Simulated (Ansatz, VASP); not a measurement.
# Cross-check of BN (Qingsongite) between VASP and Ansatz

Wanted: the spread between two codes on one cell, functional and k mesh. The cell is taken from a series of VASP runs on this material, whose earlier steps may have relaxed, scaled or displaced it; both programs get it as it stands.

Calculated with Ansatz 0.2.0; plane waves, with VASP 6.6.1 beside it; relaxation of cell and atoms at RPBE.

**1. Starting point**

The structure is cubic, space group F-43m (No. 216). Conventional cell: a = 3.651 Å, b = 3.651 Å, c = 3.651 Å, α = 90.00°, β = 90.00°, γ = 90.00°. Nearest to N lie 4 B at 1.58 Å. Nearest to B lie 4 N at 1.58 Å. Farther neighbours and most contacts between anions are not listed.

As a file:

```xyz
2
Lattice="0.0000 1.8254 1.8254 1.8254 0.0000 1.8254 1.8254 1.8254 0.0000" Properties=species:S:1:pos:R:3 pbc="T T T"
N     2.7381    2.7381    2.7381
B     0.0000    0.0000    0.0000
```

**2. VASP: relaxation of cell and atoms, RPBE**

The relaxed volume is the usual yardstick between codes: its relative difference is about their pressure difference at one cell divided by the bulk modulus.

Lines of VASP's logs that name or quote its potential files are left out, and so is its time.

The input, INCAR:

```
SYSTEM = BN
PREC = Accurate
ENCUT = 520
EDIFF = 1E-06
NELM = 100
ISMEAR = 0
SIGMA = 0.03
LREAL = .FALSE.
ALGO = Normal
GGA = RP
NBANDS = 10
LORBIT = 11
LWAVE = .FALSE.
LCHARG = .FALSE.
KPAR = 8
IBRION = 2
NSW = 50
ISIF = 3
EDIFFG = -0.006
```

The input, POSCAR:

```
BN
1.0
    0.0000000000      1.8253972035      1.8253972035
    1.8253972035      0.0000000000      1.8253972035
    1.8253972035      1.8253972035      0.0000000000
N B
1 1
Direct
    0.7500000000      0.7500000000      0.7500000000
    0.0000000000      0.0000000000      0.0000000000
```

The input, KPOINTS:

```
Automatic mesh
0
Gamma
10 10 10
0 0 0
```

PAW data sets: N and B (PBE family, release 64).

Launch:

```
$ mpirun -np 8 vasp_std
```

Numbers of over 12 decimals in the logs are rounded to 6 here.

The program printed:

```text
[banner, memory and clock lines left out]
running    8 mpi-ranks, on    1 nodes
 distrk:  each k-point on    1 cores,    8 groups
 distr:  one band on    1 cores,    1 groups

 POSCAR found type information on POSCAR N B
 POSCAR found :  2 types and       2 ions
|                                                                             |
|           W    W    AA    RRRRR   N    N  II  N    N   GGGG   !!!           |
|           W    W   A  A   R    R  NN   N  II  NN   N  G    G  !!!           |
|           W    W  A    A  R    R  N N  N  II  N N  N  G       !!!           |
|           W WW W  AAAAAA  RRRRR   N  N N  II  N  N N  G  GGG   !            |
|           WW  WW  A    A  R   R   N   NN  II  N   NN  G    G                |
|           W    W  A    A  R    R  N    N  II  N    N   GGGG   !!!           |
|                                                                             |
|     For optimal performance we recommend to set                             |
|       NCORE = 2 up to number-of-cores-per-socket                            |
|     NCORE specifies how many cores store one orbital (NPAR=cpu/NCORE).      |
|     This setting can greatly improve the performance of VASP for DFT.       |
|     The default, NCORE=1 might be grossly inefficient on modern             |
|     multi-core architectures or massively parallel machines. Do your        |
|     Unfortunately you need to use the default for GW and RPA                |
|     calculations (for HF NCORE is supported but not extensively tested      |
|     yet).                                                                   |
|                                                                             |

|                                                                             |
|               ----> ADVICE to this user running VASP <----                  |
|                                                                             |
|     You enforced a specific xc type in the INCAR file but a different       |
|     [... a line on the potential file left out ...]
|     I HOPE YOU KNOW WHAT YOU ARE DOING!                                     |
|                                                                             |

 LDA part: xc-table for (Slater+PW92), standard interpolation
 POSCAR, INCAR and KPOINTS ok, starting setup
 FFT: planning ... GRIDC
 FFT: planning ... GRID_SOFT
 FFT: planning ... GRID
 WAVECAR not read
 entering main loop
       N       E                     dE             d eps       ncg     rms          rms(c)
DAV:   1     0.106551336352E+02    0.10655E+02   -0.50305E+03   964   0.797E+02
DAV:   2    -0.169998864568E+02   -0.27655E+02   -0.26223E+02  1174   0.168E+02
DAV:   3    -0.174892366257E+02   -0.48935E+00   -0.48838E+00  1102   0.197E+01
DAV:   4    -0.174899536402E+02   -0.71701E-03   -0.71700E-03  1040   0.794E-01
DAV:   5    -0.174899543504E+02   -0.71026E-06   -0.71026E-06  1060   0.257E-02    0.658E+00
DAV:   6    -0.166810709450E+02    0.80888E+00   -0.29687E+00  1014   0.106E+01    0.324E+00
DAV:   7    -0.166321384118E+02    0.48933E-01   -0.92313E-02  1006   0.269E+00    0.192E+00
DAV:   8    -0.166263783210E+02    0.57601E-02   -0.34403E-02  1042   0.150E+00    0.155E-01
DAV:   9    -0.166267075026E+02   -0.32918E-03   -0.10649E-03  1006   0.270E-01    0.737E-02
DAV:  10    -0.166268928257E+02   -0.18532E-03   -0.23547E-04   992   0.137E-01    0.155E-02
DAV:  11    -0.166269042768E+02   -0.11451E-04   -0.20565E-05  1100   0.409E-02    0.119E-02
DAV:  12    -0.166269045655E+02   -0.28875E-06   -0.24037E-06   764   0.116E-02
   1 F= -.16626905E+02 E0= -.16626905E+02  d E =-.166269E+02
 curvature:   0.00 expect dE= 0.000E+00 dE for cont linesearch  0.000E+00
 trial: gam= 0.00000 g(F)=  0.143E-47 g(S)=  0.148E-02 ort = 0.000E+00 (trialstep = 0.100E+01)
 search vector abs. value=  0.148E-02
 bond charge predicted
       N       E                     dE             d eps       ncg     rms          rms(c)
DAV:   1    -0.166286883358E+02   -0.17841E-02   -0.51649E-02   998   0.195E+00    0.305E-01
DAV:   2    -0.166270355156E+02    0.16528E-02   -0.69149E-03  1050   0.562E-01    0.851E-02
DAV:   3    -0.166269647941E+02    0.70721E-04   -0.23404E-04   988   0.135E-01    0.342E-02
DAV:   4    -0.166269435481E+02    0.21246E-04   -0.29347E-05  1040   0.437E-02    0.101E-02
DAV:   5    -0.166269435777E+02   -0.29561E-07   -0.17438E-06   592   0.998E-03
   2 F= -.16626944E+02 E0= -.16626944E+02  d E =-.390121E-04
 trial-energy change:   -0.000039  1 .order   -0.000020   -0.001480    0.001440
 step:   0.5165(harm=  0.5070)  dis= 0.00000  next Energy=   -16.627289 (dE=-0.385E-03)
 bond charge predicted
       N       E                     dE             d eps       ncg     rms          rms(c)
DAV:   1    -0.166277046253E+02   -0.76108E-03   -0.12016E-02  1000   0.941E-01    0.148E-01
DAV:   2    -0.166273145317E+02    0.39009E-03   -0.16356E-03  1042   0.272E-01    0.410E-02
DAV:   3    -0.166272970676E+02    0.17464E-04   -0.53909E-05   988   0.649E-02    0.165E-02
DAV:   4    -0.166272909885E+02    0.60791E-05   -0.68792E-06  1036   0.211E-02    0.484E-03
DAV:   5    -0.166272906561E+02    0.33243E-06   -0.40573E-07   482   0.481E-03
   3 F= -.16627291E+02 E0= -.16627291E+02  d E =-.386091E-03
 curvature:  -0.25 expect dE=-0.129E-07 dE for cont linesearch -0.129E-07
 trial: gam= 0.00000 g(F)=  0.138E-47 g(S)=  0.509E-07 ort =-0.868E-05 (trialstep = 0.903E+00)
 search vector abs. value=  0.510E-07
 reached required accuracy - stopping structural energy minimisation
```

From OUTCAR (step 2):

```text
ion  position               nearest neighbor table
   1  0.750  0.750  0.750-   2 1.58   2 1.58   2 1.58   2 1.58
   2  0.000  0.000  0.000-   1 1.58   1 1.58   1 1.58   1 1.58

  LATTYP: Found a face centered cubic cell.
 ALAT       =     3.6507944070

 Subroutine GETGRP returns: Found 24 space group operations
 (whereof 24 operations were pure point group operations)

The static configuration has the point symmetry T_d .

 Found     47 irreducible k-points:

   k-points           NKPTS =     47   k-points in BZ     NKDIM =     47   number of bands    NBANDS=     10

   dimension x,y,z NGX =    20 NGY =   20 NGZ =   20
   dimension x,y,z NGXF=    40 NGYF=   40 NGZF=   40

   ENCUT  =  520.0 eV  38.22 Ry    6.18 a.u.   4.80  4.80  4.80*2*pi/ulx,y,z

   NELECT =       8.0000    total number of electrons

 k-points in reciprocal lattice and weights: Automatic mesh
   0.00000000  0.00000000  0.00000000       0.001
   0.10000000  0.00000000  0.00000000       0.008
   0.20000000  0.00000000  0.00000000       0.008
   0.30000000  0.00000000  0.00000000       0.008
   0.40000000  0.00000000  0.00000000       0.008
   0.50000000  0.00000000  0.00000000       0.004
   0.10000000  0.10000000  0.00000000       0.006
   0.20000000  0.10000000  0.00000000       0.024
   0.30000000  0.10000000  0.00000000       0.024
[...]
-0.30000000  0.40000000  0.20000000       0.024
  -0.30000000  0.50000000  0.20000000       0.012

 average (electrostatic) potential at core
       1 -60.7359       2 -24.8968

 E-fermi :   7.4431

 k-point     1 :       0.0000    0.0000    0.0000
  band No.  band energies     occupation
      1     -12.8025      2.00000
      2       7.2228      2.00000
      3       7.2228      2.00000
      4       7.2228      2.00000
      5      15.9827      0.00000
      6      15.9827      0.00000
      7      15.9827      0.00000
      8      17.1760      0.00000
      9      31.6612      0.00000
    ...

 k-point     2 :       0.1000    0.0000    0.0000
  band No.  band energies     occupation
      1     -12.5644      2.00000
      2       5.9674      2.00000
      3       6.9759      2.00000
      4       6.9759      2.00000
      5      16.1976      0.00000
      6      16.3572      0.00000
      7      16.3572      0.00000
      8      18.0132      0.00000
      9      31.4506      0.00000
    ...

 k-point     3 :       0.2000    0.0000    0.0000
  band No.  band energies     occupation
      1     -11.8641      2.00000
      2       3.2915      2.00000
      3       6.4196      2.00000
      4       6.4196      2.00000
      5      16.4898      0.00000
      6      17.1356      0.00000
      7      17.1356      0.00000
      8      19.7337      0.00000
      9      30.6879      0.00000
    ...

  Total        0.0008390      0.0008390      0.0008390     -0.0000000     -0.0000000     -0.0000000
  in kB        0.1110995      0.1110995      0.1110995     -0.0000000     -0.0000000     -0.0000000
  external PRESSURE =       0.1110995 kB  Pullay stress =       0.0000000 kB

  energy-cutoff  :      520.00
  volume of cell :       12.10
      direct lattice vectors                 reciprocal lattice vectors
     0.000000000  1.822144257  1.822144257    -0.274401984  0.274401984  0.274401984
     1.822144257 -0.000000000  1.822144257     0.274401984 -0.274401984  0.274401984
     1.822144257  1.822144257  0.000000000     0.274401984  0.274401984 -0.274401984

 POSITION                                       TOTAL-FORCE (eV/Angst)
 -----------------------------------------------------------------------------------
      2.73322      2.73322      2.73322        -0.000000     -0.000000     -0.000000
      0.00000      0.00000      0.00000         0.000000      0.000000      0.000000
 -----------------------------------------------------------------------------------
    total drift:                               -0.000000     -0.000000     -0.000000

  FREE ENERGIE OF THE ION-ELECTRON SYSTEM (eV)
  ---------------------------------------------------
  free  energy   TOTEN  =       -16.6272906561 eV

  energy  without entropy=      -16.6272906561  energy(sigma->0) =      -16.62729066

 reached required accuracy - stopping structural energy minimisation

 total charge
# of ion       s       p       d       tot
------------------------------------------
    1        1.217   2.742   0.000   3.960
    2        0.675   1.325   0.000   2.001
--------------------------------------------------
tot          1.892   4.068   0.000   5.960

[... 3 further parts left out ...]
```

CONTCAR:

```
BN
   1.00000000000000
     0.0000000000000000    1.8221442567159816    1.8221442567159816
     1.8221442567159816   -0.0000000000000000    1.8221442567159816
     1.8221442567159816    1.8221442567159816    0.0000000000000000
  N               B
     1     1
Direct
     0.7500000000000000    0.7500000000000000    0.7500000000000000
     0.0000000000000000    0.0000000000000000    0.0000000000000000
```

The run keeps the 24 symmetry operations of its start, so it cannot find a distortion of lower symmetry.

**3. Ansatz: relaxation of cell and atoms, RPBE**

Ansatz runs on its default PAW (the set named soft_2) files.

The same cell, functional, mesh and smearing now go to Ansatz, which takes its cutoff from its data sets.

The input, input.yaml:

```yaml
crystal:
  lattice:
    - [0.0, 1.8253972035, 1.8253972035]
    - [1.8253972035, 0.0, 1.8253972035]
    - [1.8253972035, 1.8253972035, 0.0]
  atoms:
    - { symbol: "N", position: [0.75, 0.75, 0.75] }
    - { symbol: B, position: [0.0, 0.0, 0.0] }
hamiltonian:
  xc: rpbe
  pseudopotentials: { kind: paw }
kpoints:
  mp_grid: { grid: [10, 10, 10] }
scf:
  occupations: { method: gaussian, width: 0.03 }
relax:
  f_tol: 0.01
  max_steps: 60
  cell: { stress_tol: 0.05 }
output:
  forces: true
  stress: true
```

Launch:

```
$ ansatz run input.yaml --threads 4 --pin off --max-ram 9216MiB --backend cpu --events-out ev --progress --plain --runs-dir out
```

The program printed:

```text
Engine: ansatz 0.2.0, aarch64-unknown-linux-gnu
Pseudopotentials: kind: paw
Pseudopotential: N, paw, valence charge 5, recommended cutoff 420 eV (normal), N.paw.azcp
Pseudopotential: B, paw, valence charge 3, recommended cutoff 420 eV (normal), B.paw.azcp
Functional definition: RPBE
  parameter kappa = 0.804
  parameter beta = 0.066725
  exchange = rpbe_x(kappa = kappa, mu = beta*pi^2/3)
  correlation = pbe_c(beta = beta)
Crystal: 2 atoms, lattice volume = 12.165 Å³
Basis set: ecut = 420 eV, 259 PW (Γ), exchange–correlation on 36×36×36 points (8 copies of the dense FFT grid, shifted against one another)
Bands: 8, of which v1, the nominal top of the filled ones, is band 4 counted from 1 (3 counted from 0)
Symmetry: 24 space group operations
Space group: F-43m (ITA 216), of the structure as read, at distance tolerance 2.3e-5 Å
k-points: 47 of 1000 (time reversal used)
Non-local potential: N, projectors of the file, l = 0: 2, l = 1: 2, l = 2: 1
Non-local potential: B, projectors of the file, l = 0: 2, l = 1: 2, l = 2: 1
PAW form: soft (Blöchl's): semilocal exchange-correlation on the pseudo side does not see the compensation charge
PAW frozen core: N, regenerated for the run's functional, and the local potential with it (the file was generated under x = pbe(κ = 0.804, μ = 0.219515), c = pbe(β = 0.066725))
PAW frozen core: B, regenerated for the run's functional, and the local potential with it (the file was generated under x = pbe(κ = 0.804, μ = 0.219515), c = pbe(β = 0.066725))
PAW one-centre angular grid: N, 110 points (default); XC on 64 Gauss nodes
PAW one-centre angular grid: B, 110 points (default); XC on 64 Gauss nodes
Initial density: superposition of atomic densities (neutral atoms: chi_scale 0, normalization atom), corrected by the library's trained network
Initial wavefunctions: pseudopotential atomic-orbital guess
Functional: x = rpbe, c = pbe(β = 0.066725)
SCF iter   1: F=—  HF=-544.771712 eV  |F-HF|=—  |Δ(HF+E_count)|=         —  Δρ=4.06e-3  dr2=1.13e-3  ethr=1.77e-3  ⟨swp⟩=4.6  Hψ=2413  notcnv=0
preconditioner: auto → none  [insulator: Δε(μ)=4.480 eV  Ē_g=19.678 eV  σ=0.030 eV  W_gap=1.00  n_scr=0 (ndim 8)  ℏωp=30.1 eV  f_vac=0.000  D(μ)=0.00/eV (n_scr^D=0)  ε∞_Penn≈3.3]
SCF iter   2: F=—  HF=-544.771740 eV  |F-HF|=—  |Δ(HF+E_count)|=   2.72e-5  Δρ=2.14e-3  dr2=1.67e-4  ethr=1.42e-5  ⟨swp⟩=1.4  Hψ=795  notcnv=0
SCF iter   3: F=—  HF=-544.771795 eV  |F-HF|=—  |Δ(HF+E_count)|=   5.58e-5  Δρ=7.88e-4  dr2=3.63e-5  ethr=2.09e-6  ⟨swp⟩=2.0  Hψ=523  notcnv=0
SCF iter   4: F=—  HF=-544.771817 eV  |F-HF|=—  |Δ(HF+E_count)|=   2.17e-5  Δρ=5.41e-5  dr2=2.64e-7  ethr=4.53e-7  ⟨swp⟩=2.4  Hψ=561  notcnv=0
iter 5 did not close the SCF: its close was put off for the readings that it lacked (scf_convergence_deferred on its scf_iter line)
SCF iter   5: F=-544.771817 eV  HF=-544.771817 eV  |F-HF|=1.66e-8  |Δ(HF+E_count)|=   3.38e-7  Δρ=9.58e-6  dr2=5.47e-9  ethr=3.30e-9  ⟨swp⟩=2.3  Hψ=543  notcnv=0
SCF iter   6: F=-544.771817 eV  HF=-544.771817 eV  |F-HF|=6.33e-11  |Δ(HF+E_count)|=   1.96e-8  Δρ=1.04e-6  dr2=3.92e-11  ethr=6.83e-11  ⟨swp⟩=1.4  Hψ=1149  notcnv=0
SCF 1 converged in 6 iterations: F = -544.771817 eV  dr2 = 3.92e-11
  greatest PAW one-centre occupation: 0.788 electrons in one spin orbital (limit 2), on the N atom at site 0 (counted from 0), in its partial waves of l = 0
relax step   1: F+E_penalty+E_count = -544.77181746 eV  Δ(F+E_penalty+E_count) = +0.000e0 eV  max|allowed force component| = 3.654e-16 eV/Å  Δτ_max = 0.0000 Å  P = -2.037 GPa  Ω = 12.165 Å³  (6 SCF iters, dr2 threshold 1.00e-7 eV, accepted)
[...]
relax step   2: F+E_penalty+E_count = -544.77240864 eV  Δ(F+E_penalty+E_count) = -5.912e-4 eV  max|allowed force component| = 9.252e-17 eV/Å  Δτ_max = 0.0000 Å  P = -0.846 GPa  Ω = 12.125 Å³  energy of the carried Pulay correction = +2.323e-4 eV  (4 SCF iters, dr2 threshold 2.00e-7 eV, accepted)
[...]
relax step   3: F+E_penalty+E_count = -544.77264741 eV  Δ(F+E_penalty+E_count) = -2.388e-4 eV  max|allowed force component| = 6.216e-17 eV/Å  Δτ_max = 0.0000 Å  P = +0.004 GPa  Ω = 12.097 Å³  energy of the carried Pulay correction = +3.968e-4 eV  (4 SCF iters, dr2 threshold 2.00e-7 eV, accepted)
[...]
relax step   4: F+E_penalty+E_count = -544.77237058 eV  Δ(F+E_penalty+E_count) = +2.768e-4 eV  max|allowed force component| = 7.257e-17 eV/Å  Δτ_max = 0.0000 Å  P = -0.046 GPa  Ω = 12.097 Å³  stress off target by 4.59e-2 GPa  SCF on the basis re-selected at this cell (its energy is not comparable with the rows above)  (5 SCF iters)
basis re-selected at this cell: Δ(F+E_penalty+E_count) = +2.768e-4 eV, ΔP = -0.050 GPa vs the last step (what re-selecting the basis moved, of the pressure what is left beyond the Pulay correction that the steps carried, after the strain that the cell walked since its last selection, with what the two solves' SCF thresholds leave and, on support functions, any second-order correction that the steps lacked; it is no m [...]
SCF converged after 5 iterations
Free energy (F): -544.772371 eV
Harris-Foulkes:  -544.772371 eV  (|F-HF|=1.14e-13)
Internal energy: -544.772371 eV  (E = F + TS)
E sigma→0 (E₀):  -544.772371 eV
Fermi energy:    13.153094 eV
--- Per-component energies (eV) ---
  E_band       = 25.065958
  E_kinetic    = 184.263511
  E_local      = -176.666864  (includes V_loc(G=0)·N_el)
  E_nonlocal   = 55.327491
  E_hartree    = 49.782507
  E_xc         = -93.345351
  E_vxc        = -115.940630  (∫ρ·V_xc dr)
  E_paw        = -208.570861  (= ΣΔE_a)
  E_vpaw       = -21.482660  (= ΣTr[D̂ρ^β])
  E_aug_tail   = 0.000101  (compensation charges beyond the density's cutoff)
  E_ewald      = -355.534039
  E_core_change = -0.028866  (= ΣΔE_core)
  E_smearing   = -0.000000  (= −TS)
  E_closure    = 0.000000  (closes the sum)
  Σ components = -544.772371   (vs F -544.772371, Δ=0.00e0)
--- Forces (eV/Å), atoms counted from 1 ---
  atom   1  N      0.00000000     0.00000000     0.00000000
  atom   2  B     -0.00000000    -0.00000000     0.00000000
  max |Σ_I F_I| component: 1.51e-16 eV/Å
--- Stress (GPa, compression-positive) ---
       -0.045851      -0.000000      -0.000000
       -0.000000      -0.045851       0.000000
       -0.000000       0.000000      -0.045851
  P = ⅓ Tr σ = -0.0459 GPa (-0.459 kbar)
--- Relaxed structure (3 steps of the walk, 3 accepted, 1 SCFs on fresh bases) ---
  F+E_penalty+E_count = -544.77237058 eV   max|allowed force component| = 7.257e-17 eV/Å   (the final SCF, on the basis selected at the relaxed cell)
  cell:  # Å, volume = 12.0968 Å³
    - [0, 1.821992, 1.821992]
    - [1.821992, 0, 1.821992]
    - [1.821992, 1.821992, 0]
  atoms:
    - { symbol: N, position: [0.75, 0.75, 0.75] }
    - { symbol: B, position: [0, 0, 0] }
```

Run time: 1.6 s. Hardware: 4 threads of Arm Neoverse N1, shared host; peak memory 0.25 GiB.

**4. Comparison**

Known differences besides the potentials themselves: both relaxations stop at a tolerance, which leaves soft axes loose, and VASP keeps its plane-wave basis; the cutoff is 420 eV in Ansatz and 520 eV in VASP; Ansatz makes its cores anew for this functional, VASP keeps those of its PBE data sets; VASP leaves aspherical gradient terms in its spheres out (LASPH is not set), Ansatz keeps them; Ansatz adds a Pulay correction to the stress that steers its cell, VASP none. Total energies have different zeros and are not compared.

Compared:

| quantity | Ansatz | VASP | difference |
| --- | --- | --- | --- |
| volume (Å³) | 12.10 | 12.10 | -0.03 % |
| edge a after relaxation, in the typed setting (Å) | 2.577 | 2.577 | -0.01 % |

The walks stopped with -0.05 GPa left in Ansatz and 0.01 GPa in VASP; each walk ends within a tolerance, so the volume difference is uncertain by about these residues over the bulk modulus, most in soft cells.

**5. Outcome**

| Item | Value |
| --- | --- |
| difference in volume (relaxation of cell and atoms, RPBE) | -0.025 % |

What this shows: The difference in volume is -0.025 % (relaxation of cell and atoms, RPBE), within the 1.2 % picked in this series as the mark of a large difference, as far as the stopping tolerances let one tell. Such differences can come from data sets, numerical settings and the points named under the comparisons, not from the functional's error against experiment.

[Lines on the potential files, build, host, timing and source positions are cut from VASP's logs without a mark.]

[Logs are printed without paths, hosts, clocks, repeated set-up lines and the standing remarks that a program may print on its own settings, such as how far it seeks lower states.]

[Hosts, paths, dates, database ids (printed as entryN), source tags and the programs' standing remarks are cut or masked in the printed files.]
